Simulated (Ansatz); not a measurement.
# fcc Pt(111) / fcc Ir(111) interface: transmission and 2AR

Wanted: 2AR for the fcc Pt(111) / fcc Ir(111) interface, at several levels.

Method: Ansatz plane-wave DFT, PBE, PAW files; ballistic transport by layer matching (Landauer), zero bias; PAW set soft_1, in the first sound run; inputs show where later runs differ, in Ansatz 0.2.0.

**1. Starting point**

The cell holds 18 atoms: 9 Pt and 9 Ir. Cell: a = 2.744 Å, b = 2.744 Å, c = 40.342 Å, α = 90.0°, β = 90.0°, γ = 120.0°. It derives from Pt and Ir. Regions: Pt, 9 atoms (9 Pt); Ir, 9 atoms (9 Ir). The structure's axis is c.

**2. Transmission: PBE**

Both metals share one in-plane lattice, the mean of the two, each at its own atomic volume. The two leads are named in the middle of each metal, so that only one of the cell's two interfaces is crossed. The mesh across the current, 52×52, is finer than the density's, because channels open and close sharply across the zone. Energies from -0.27 to 0.27 eV in steps of 0.036 eV cover the slope of the Fermi function at 300 K, so the program can form a conductance.

File input.yaml:

```yaml
crystal:
  lattice:
    - [2.7439985751, 0.0, 0.0]
    - [-1.3719992875, 2.376372474, 0.0]
    - [0.0, 0.0, 40.3420154922]
  atoms:
    - { symbol: Pt, position: [0.0, 0.0, 0.0247880526] }
    - { symbol: Pt, position: [0.3333333333, 0.6666666667, 0.0821125622] }
    - { symbol: Pt, position: [0.6666666667, 0.3333333333, 0.1394370719] }
    - { symbol: Pt, position: [0.0, 0.0, 0.1967615816] }
    - { symbol: Pt, position: [0.3333333333, 0.6666666667, 0.2540860913] }
    - { symbol: Pt, position: [0.6666666667, 0.3333333333, 0.3114106009] }
    - { symbol: Pt, position: [0.0, 0.0, 0.3687351106] }
    - { symbol: Pt, position: [0.3333333333, 0.6666666667, 0.4260596203] }
    - { symbol: Pt, position: [0.6666666667, 0.3333333333, 0.48338413] }
    - { symbol: Ir, position: [0.0, 0.0, 0.5389396855] }
    - { symbol: Ir, position: [0.3333333333, 0.6666666667, 0.5927262869] }
    - { symbol: Ir, position: [0.6666666667, 0.3333333333, 0.6465128884] }
    - { symbol: Ir, position: [0.0, 0.0, 0.7002994898] }
    - { symbol: Ir, position: [0.3333333333, 0.6666666667, 0.7540860913] }
    - { symbol: Ir, position: [0.6666666667, 0.3333333333, 0.8078726927] }
    - { symbol: Ir, position: [0.0, 0.0, 0.8616592941] }
    - { symbol: Ir, position: [0.3333333333, 0.6666666667, 0.9154458956] }
    - { symbol: Ir, position: [0.6666666667, 0.3333333333, 0.969232497] }
kpoints:
  mp_grid: { grid: [16, 16, 1] }
hamiltonian:
  xc: pbe
  pseudopotentials: { kind: paw, azcp: { folder: soft_1 } }
scf:
  occupations: { method: fermi_dirac, width: 0.1 }
output:
  transmission:
    leads: [[3, 4], [12, 13]]
    kmesh: [52, 52]
    e_range: [-0.27, 0.27]
    de: 0.036
  write_potential: true
  write_density: true
  volumetric_format: npy
  elf: true
```

On the command line:

```sh
> ansatz run input.yaml --threads 4 --pin off --max-ram 15360MiB --backend cpu --events-out ev --progress --plain --runs-dir out
```

Numbers of over 12 decimals in the logs are rounded to 6 here.

Output:

```text
Engine: ansatz 0.2.0, aarch64-unknown-linux-gnu
Pseudopotentials: kind: paw
Pseudopotential: Pt, paw, valence charge 18, recommended cutoff 420 eV (normal), soft_1/Pt.paw.azcp
Pseudopotential: Ir, paw, valence charge 17, recommended cutoff 420 eV (normal), soft_1/Ir.paw.azcp
Functional definition: PBE
  parameter kappa = 0.804
  parameter beta = 0.066725
  exchange = pbe_x(kappa = kappa, mu = beta*pi^2/3)
  correlation = pbe_c(beta = beta)
Crystal: 18 atoms, lattice volume = 263.061 Å³
Basis set: ecut = 420 eV, 5169 PW (Γ)
Bands: 189, of which v1, the nominal top of the filled ones, is band 158 counted from 1 (157 counted from 0)
Symmetry: 12 space group operations
Space group: P-3m1 (ITA 164), of the structure as read, at distance tolerance 6.4e-5 Å
k-points: 30 of 256
Non-local potential: Pt, projectors of the file, l = 0: 3, l = 1: 2, l = 2: 2, l = 3: 1
Non-local potential: Ir, projectors of the file, l = 0: 3, l = 1: 2, l = 2: 2, l = 3: 1
PAW form: soft (Blöchl's): semilocal exchange-correlation on the pseudo side does not see the compensation charge
PAW one-centre angular grid: Pt, 590 points (default); XC on 64 Gauss nodes
PAW one-centre angular grid: Ir, 590 points (default); XC on 64 Gauss nodes
Initial density: superposition of atomic densities (chi_scale 0.1, normalization cell, long waves of neutral atoms (reshape's long-wave potential 15.52 eV rms, cloud 2.77 Å wide))
Initial wavefunctions: pseudopotential atomic-orbital guess
Functional: x = pbe(κ = 0.804, μ = 0.219515), c = pbe(β = 0.066725)
SCF iter   1: F=—  HF=-220173.530086 eV  |F-HF|=—  |Δ(HF+E_count)|=         —  Δρ=1.92e-1  dr2=7.35e3  ethr=3.10e-3  ⟨swp⟩=5.2  Hψ=18194  notcnv=0  defer=149
preconditioner: auto → Kerker (q_TF=auto, 2.811 Å⁻¹)  [metal: Δε(μ)=0.001 eV  Ē_g=8.012 eV  σ=0.100 eV  W_gap=0.00  n_scr=114 (ndim 8)  ℏωp=29.9 eV  f_vac=0.000  D(μ)=16.78/eV (n_scr^D=204)]
SCF iter   2: F=—  HF=-220158.190101 eV  |F-HF|=—  |Δ(HF+E_count)|=    1.53e1  Δρ=8.54e-2  dr2=1.82e3  ethr=3.10e-3  ⟨swp⟩=2.0  Hψ=9252  notcnv=0  defer=287
SCF iter   3: F=—  HF=-220154.111855 eV  |F-HF|=—  |Δ(HF+E_count)|=    4.08e0  Δρ=1.98e-2  dr2=6.91e0  ethr=3.10e-3  ⟨swp⟩=2.6  Hψ=9236  notcnv=0  defer=290
SCF iter   4: F=—  HF=-220153.848073 eV  |F-HF|=—  |Δ(HF+E_count)|=   2.64e-1  Δρ=1.11e-2  dr2=3.42e1  ethr=2.19e-3  ⟨swp⟩=2.0  Hψ=6725  notcnv=0  defer=292  recentre
SCF iter   5: F=—  HF=-220153.776446 eV  |F-HF|=—  |Δ(HF+E_count)|=   7.16e-2  Δρ=2.03e-3  dr2=4.03e-1  ethr=2.19e-3  ⟨swp⟩=1.2  Hψ=5522  notcnv=0  defer=286
SCF iter   6: F=—  HF=-220153.772958 eV  |F-HF|=—  |Δ(HF+E_count)|=   3.49e-3  Δρ=1.07e-3  dr2=1.06e-1  ethr=1.28e-4  ⟨swp⟩=1.0  Hψ=5420  notcnv=0  defer=286
SCF iter   7: F=—  HF=-220153.772616 eV  |F-HF|=—  |Δ(HF+E_count)|=   3.42e-4  Δρ=4.00e-4  dr2=1.77e-2  ethr=3.35e-5  ⟨swp⟩=1.0  Hψ=5384  notcnv=0  defer=286
SCF iter   8: F=—  HF=-220153.772555 eV  |F-HF|=—  |Δ(HF+E_count)|=   6.15e-5  Δρ=4.69e-5  dr2=1.50e-4  ethr=5.63e-6  ⟨swp⟩=1.0  Hψ=5384  notcnv=0  defer=286
SCF iter   9: F=—  HF=-220153.772527 eV  |F-HF|=—  |Δ(HF+E_count)|=   2.72e-5  Δρ=1.44e-5  dr2=1.97e-5  ethr=4.78e-8  ⟨swp⟩=1.1  Hψ=5386  notcnv=0  defer=286
SCF iter  10: F=—  HF=-220153.772812 eV  |F-HF|=—  |Δ(HF+E_count)|=   2.85e-4  Δρ=3.53e-6  dr2=5.74e-7  ethr=6.24e-9  ⟨swp⟩=1.0  Hψ=5641  notcnv=0  defer=286
SCF iter  11: F=-220153.772812 eV  HF=-220153.772812 eV  |F-HF|=8.94e-8  |Δ(HF+E_count)|=   7.80e-9  Δρ=9.21e-7  dr2=9.02e-8  ethr=3.17e-11  ⟨swp⟩=9.3  Hψ=15296  notcnv=0
SCF 1 converged in 11 iterations: F = -220153.772812 eV  dr2 = 9.02e-8
  greatest PAW one-centre occupation: 1.000 electrons in one spin orbital (limit 2), on the Pt atom at site 8 (counted from 0), in its partial waves of l = 0
transmission: 1008 of 10080 steps passed
transmission: 2016 of 10080 steps passed
[...]
transmission: 10080 of 10080 steps passed
SCF converged after 11 iterations
Free energy (F): -220153.772812 eV
Harris-Foulkes:  -220153.772812 eV  (|F-HF|=8.94e-8)
Internal energy: -220153.002551 eV  (E = F + TS)
E sigma→0 (E₀):  -220153.387681 eV
Entropy (-TS):   -0.770261 eV (-42.792 meV/atom)
Fermi energy:    24.567931 eV
--- Per-component energies (eV) ---
  E_band       = -1904.291037
  E_kinetic    = 10241.644670
  E_local      = -22728.022646  (includes V_loc(G=0)·N_el)
  E_nonlocal   = 3543.764836
  E_hartree    = 8590.780908
  E_xc         = -4168.807938
  E_vxc        = -4760.542498  (∫ρ·V_xc dr)
  E_paw        = -168741.693393  (= ΣΔE_a)
  E_vpaw       = -5382.708679  (= ΣTr[D̂ρ^β])
  E_aug_tail   = 0.013530  (compensation charges beyond the density's cutoff)
  E_ewald      = -46890.682519
  E_smearing   = -0.770261  (= −TS)
  E_closure    = 0.000000  (closes the sum)
  Σ components = -220153.772812   (vs F -220153.772812, Δ=0.00e0)
--- Band table (eV; the first three rows and the last of 30) ---
  k-point 0: bands = [... 154 lower, 23.1994, 23.2868, 23.2868, 23.3742, 23.3742, 23.4107, 23.4111, 23.4526, ... 27 higher]
  k-point 1: bands = [... 154 lower, 23.1602, 23.1997, 23.2595, 23.2761, 23.3509, 23.3713, 23.4171, 23.4628, ... 27 higher]
  k-point 2: bands = [... 154 lower, 23.0926, 23.1231, 23.2410, 23.3334, 23.3367, 23.4571, 23.5051, 23.6265, ... 27 higher]
  k-point 29: bands = [... 154 lower, 24.7200, 24.9132, 24.9439, 24.9607, 25.1430, 25.1510, 25.1560, 25.3807, ... 27 higher]
--- Transmission ---
  basis      : 55 plane waves across, 40 finite elements along
  points     : 252, standing for a mesh of 52 x 52
  filling    : by the input's occupations and mesh, since the crystals that have channels conduct as metals do. If one of these is a semiconductor, that mesh has misplaced its level
  energies   : 16 from -0.270000 to 0.270000 eV about the Fermi level, 0.036000 eV apart; the leads are filled to 0.000000 eV, and channels, transmission and decay are at 0.018000 eV
  crystal 0  : Pt1, at the sites [3, 4], period 2.3126 Å, over 20.81 Å; its Hamiltonian steps by up to 2.9 meV
    offset         : up to 0.0000 Å between an atom of the period and one for which it stands
    filled         : 9.9 meV over the level at which it is neutral
    channels       : 1.515533e0 a spin
    conductance    : 1.8397e15 S/m² at 300 K; may be off by some 0.0 % by where its bands' edges are placed, 1.7 % from the k-mesh, 1.8 % from the distance to neutral
    slowest decay  : 0.0800 /Å at (0.3654, 0.2692)
  crystal 1  : Ir1, at the sites [12, 13], period 2.1699 Å, over 19.53 Å; its Hamiltonian steps by up to 2.1 meV
    offset         : up to 0.0000 Å between an atom of the period and one for which it stands
    filled         : 6.7 meV under the level at which it is neutral
    channels       : 1.605030e0 a spin
    conductance    : 1.8994e15 S/m² at 300 K; may be off by some 0.0 % by where its bands' edges are placed, 1.4 % from the k-mesh, 0.1 % from the distance to neutral
    slowest decay  : 0.0232 /Å at (0.3846, 0.2308)
  junction   : crystal 0 to crystal 1, 10.71 to 28.64 Å
    transmission   : 9.184416e-1 a spin
    conductance    : 1.1103e15 S/m² at 300 K (1.1219e15 on every other point, 1.1113e15 on every other energy)
    error estimate : 0.1 % from the energy spacing and 0.1 % from band edges of the leads and from resonances (wavevectors taken as independent; lower de), 1.6 % from the k-mesh, 1.3 % from the steps of its leads' Hamiltonians or their offsets (lay more layers), 1.0 % from the distance to neutral
    resistance     : 3.6564e-4 Ω µm² beyond half of each lead's own
```

Wall time 4.7 min (4 threads of Arm Neoverse V1, shared host); peak memory 1.8 GiB.

Reading the cycles: dr2 is the Hartree energy of the density residual (eV), the measure of convergence; HF is the Harris–Foulkes estimate of the energy, which meets the free energy F at convergence.

Numbers from this step:

```
free energy                                                                : -220153.7728 eV
energy at zero smearing                                                    : -220153.3877 eV
Fermi energy                                                               : 24.57 eV
cell area                                                                  : 6.521 Å²
step of the lead's potential                                               : 2.9 meV
ballistic conductance of the lead                                          : 1.84e15 S/m²
estimated errors of the lead's conductance                                 : 0, 1.7, 1.8 % (band edges, k-mesh, distance from neutral)
lead conductance per cell                                                  : 1.548 G₀
step of the upper lead's potential                                         : 2.1 meV
ballistic conductance of the upper lead                                    : 1.90e15 S/m²
conductance of the junction                                                : 1.11e15 S/m²
junction conductance per cell                                              : 0.9344 G₀
estimated errors of the junction's conductance                             : 0.1, 0.1, 1.6, 1.3, 1 % (energy step, band edges, k-mesh, leads' steps, distance from neutral)
area resistance that the stack adds (contact term taken off, spin by spin) : 0.3656 fΩ m²
```

Per spin. Transmission, zone mean against energy, zero at the Fermi level:

```csv
energy (eV),"transmission, zone mean"
-0.270,1.14
-0.234,1.13
-0.198,1.11
-0.162,1.09
-0.126,1.04
-0.090,1.02
-0.054,0.987
-0.018,0.946
0.018,0.918
0.054,0.886
0.090,0.846
0.126,0.827
0.162,0.793
0.198,0.775
0.234,0.757
0.270,0.741
```

Per spin. Open channels, zone mean against energy, zero at the Fermi level:

```csv
energy (eV),lead,upper lead
-0.270,1.87,1.51
-0.234,1.88,1.52
-0.198,1.84,1.55
-0.162,1.86,1.56
-0.126,1.82,1.56
-0.090,1.78,1.56
-0.054,1.72,1.57
-0.018,1.58,1.60
0.018,1.52,1.61
0.054,1.39,1.60
0.090,1.27,1.60
0.126,1.20,1.62
0.162,1.14,1.65
0.198,1.06,1.66
0.234,1.02,1.69
0.270,0.989,1.71
```

Transmission over k1 and k2. At -0.0180 eV from the Fermi level (the log's summary may quote the solved energy on the other side of it).

Ten even steps from '_' (0.00) to '@' (1.76), each cell a mean:
```
****++==**++++++++++++**++==##++**==--==++++++++++++++----++
==++++==++**++========++++++==**++==--....--==----==--....--
++======**%%##**++--++++##%%**======++++==--..______..::==++
++**++@@##@@%%++::......--**@@@@%%##++++++++==..______::++++
++++++**++%%@@%%**++++++++**%%@@%%****++++++++==::____::==++
++++++==--==##%%%%**++++++++%%%%%%++--++==++++++++--..--++++
++++++::--..++**##%%**++++++##%%##++==..----++++++++==..==++
++++++++--..++++++**##**++++**%%**++++++::--++++++++++::::++
==**++**==::++++++++++****++++##++++++++++----******++------
++====@@**##******++++++++++==++++++++++++******##%%====++++
++**++==**@@@@%%%%%%####**++==--==++**##%%%%%%@@@@%%==++##++
**##**==**%%%%%%%%##****++++======++++****####%%@@%%##++++**
========++####==++++++++++++++**++++++++++++++++++--%%**++==
==::::==**++++++::--++++++++**##++++**##++++++++==__**++++**
++++::--++++++++==--::++++++##%%++++++**##**++++==__++--++++
++++==..==++++++++--==..==**%%%%**++++++**%%%%**==..++--++++
++++--....--==++++++==++==**%%@@##++++++++**%%%%##--**==++++
++++--..____::==++++++++**##@@@@%%++========**@@@@%%%%**++++
++++==::______..==++++****##**%%##++--::::::--++##%%****++**
==--::..::....::::::----==--====##%%**++----==++##%%========
==--..--++======++==--..--==##**====**++++++++++++**====****
++++====++++++++++++++====++**++**==++++++++++++++++++==****
```
Columns: k1 (b1) from -0.5 to 0.481; rows upwards: k2 (b2) from -0.5 to 0.481.

Open channels over k1 and k2. At -0.0180 eV from the Fermi level (the log's summary may quote the solved energy on the other side of it).

Ten even steps from '_' (0.00) to '@' (2.91), each cell a mean:
```
****++**********++********++****++----====++**##**++==----==
==++@@**==++++%%%%####++====##@@++==--------**====++==------
**++==####%%%%**++++++++##%%####++++**++----**--..::**==--++
****==%%##****++----------******%%**++****++**--____..++==**
******##********==--------==******##****##******--..::--**##
==**@@**====++****++--------******====++##%%==****++****++**
**##%%====----==****++------++**++------++++%%****++------++
****##**----------==**++----++**==--------==**##****++----++
****==##++------------++++--==**------------==##++****==----
==++--%%##**======--------==--++--------====++**####==++====
****%%%%****************++====::==++**************##**@@##**
******++####********++====----====--======++********##****++
==----**==**##++------------==++--====----------==++%%++==**
**----++****++**------------++**----**++------------**++****
**------++****%%++==--------****------++**++--------++**##**
**++======++****%%**==------****++------++****==----++++@@++
**##++++++==****++##%%**++******++--------==******++**####++
****==--__..--++******++**##******==--------==******%%++++**
**====++..____++++==****++++##******==--==--==******##**++**
++----==++----++++----++**++**%%####****++++**######**%%++**
----------++++**++----------##%%====++**##%%%%##++++==**##++
**==--++**************++==--****++++********==********++++**
```
Columns: k1 (b1) from -0.5 to 0.481; rows upwards: k2 (b2) from -0.5 to 0.481.

Electrostatic potential energy in the ca plane at fractional y = 0.000, with atoms of Pt and Ir within 0.2 Å of it. With pseudopotentials it is smooth inside the atoms' cores, unlike the true potential.

Ten even steps from '0' (-47 eV) to '9' (26 eV), each cell a mean:
```
99995000489999999999998400048999999999998400
89997323699988999998999732379988999988999632
68999877999867899876799977799876799876799977
57999999999755799855689999999865689865689999
57999989999866899865799988899865689865789988
88998545899988999988899854589987899987899754
99996101589999999999998510158999999999998510
99984000389999999999998300038999999999998300
```
Columns run along c (16.0 Å, from fractional 0.31 to 0.71 of the cell; values clipped at the 3rd and 97th percentile), rows up along a (2.7 Å). Atoms in or near the plane, at fractional coordinates: Pt at (0.37, 0.00), Ir at (0.54, 0.00), Ir at (0.70, 0.00).

ELF in the ca plane at fractional y = 0.000, with atoms of Pt and Ir within 0.2 Å of it. It is the smooth field of the valence electrons, not physical close to the nuclei.

Ten even steps from '0' (0.13) to '9' (0.60), each cell a mean:
```
22226999732222100122232798963333210123333798
32224888522233211233232488853333322233333588
54222444222355322245432244433345433345433344
75312232212566422356632334332366434346633334
65222333222465422356532233333356434346533333
33223676422233221233333367643334323233333467
22225999632222100122232699963333211223333699
22226999732222100022222786872333210123333786
```
Columns run along c (16.0 Å, from fractional 0.31 to 0.71 of the cell), rows up along a (2.7 Å). Atoms in or near the plane, at fractional coordinates: Pt at (0.37, 0.00), Ir at (0.54, 0.00), Ir at (0.70, 0.00).

Valence density in the ca plane at fractional y = 0.000, with atoms of Pt and Ir within 0.2 Å of it. It is the smooth field of the valence electrons, not physical close to the nuclei.

Ten even steps from '0' (0 e/Å³) to '9' (11 e/Å³), each cell a mean:
```
00001686200000000000000257620000000000000267
00000243100000000000000023200000000000000123
00000000000000000001000000000000000000000000
10000000000011000011100000000011100011100000
10000000000011000011000000000001000001000000
00000121000000000000000012100000000000000012
00001475100000000000000146410000000000000146
00002798300000000000000268620000000000000278
```
Columns run along c (16.0 Å, from fractional 0.31 to 0.71 of the cell), rows up along a (2.7 Å). Atoms in or near the plane, at fractional coordinates: Pt at (0.37, 0.00), Ir at (0.54, 0.00), Ir at (0.70, 0.00).

The larger of the two leads' potential steps is 2.9 meV from period to period, small in itself. The program estimates the junction's conductance to 1.6 % from the k-mesh, 1 % from the leads' distance from neutral and 1.3 % from their steps.

**3. Resistance: PBE**

This step: Ansatz plane-wave DFT, PBE, PAW files; ballistic transport by layer matching (Landauer), zero bias; specific resistance of one interface, 1/T less the mean of the leads' 1/N; PAW set soft_1 (Ansatz 0.2.0).

Numbers from this step:

```
area resistance                                           : 0.3660 fΩ m²
T over the leads' mean channel count                      : 0.5936
twice the interface resistance (2AR, or 2AR* for magnets) : 0.7320 fΩ m²
```

Twice the interface resistance is 0.732 fΩ m² here.

By hand, with T and the leads' channels N averaged over the energies near the Fermi level: RA = A (h/2e²)(1/T − ½[1/N₁ + 1/N₂]) = 6.521×10⁻²⁰ m² × 12 906 Ω × (1/0.9343 − ½[1/1.553 + 1/1.595]) = 0.366 fΩ m².

[end of part 1 of 3]

[Logs are printed without paths, hosts, clocks, repeated set-up lines and the standing remarks that a program may print on its own settings, such as how far it seeks lower states.]

[Hosts, paths, dates, database ids (printed as entryN), source tags and the programs' standing remarks are cut or masked in the printed files.]
